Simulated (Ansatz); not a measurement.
Bulk crystal (Ga) after relaxation:

Space group Cmce (No. 64). a = 4.573 Å, b = 7.741 Å, c = 4.589 Å, α = 90.00°, β = 90.00°, γ = 90.00°
```
atom site symmetry x y z
  Ga    8f m..  0.5000  0.8437  0.4175
```

Miller indices refer to the conventional cell of Cmce (No. 64), a = 4.573 Å, b = 7.741 Å, c = 4.589 Å, α = 90.00°, β = 90.00°, γ = 90.00°.

Consider the (010) slab of 6 planes, 9.2 Å thick with 15 Å of vacuum as cut; outer planes Ga (top) and Ga (bottom), all atoms relaxed.

These are results of Ansatz 0.2.0, DFT PBE, scalar-relativistic, plane waves, PAW, not measurements. Settings: cutoff 420 eV, Γ-centred mesh 8×8×1 on the computed 12-atom cell, Gaussian smearing of 0.10 eV; no spin polarisation. The cell repeats along c with a dipole correction in the vacuum.

Task: Estimate the surface energy (mean of both faces).

Result: 0.81 J/m².

Task: Give the work function.

Result: 4.38 eV.

Task: The top two planes lie 1.451 Å apart in the bulk. How does relaxation change this?

Result: The spacing becomes 1.562 Å (+7.7 %).

Cost: 4 runs of about 24 core-minutes in all, on Intel Xeon Platinum 8259CL (Skylake/Cascade Lake) (shared hosts).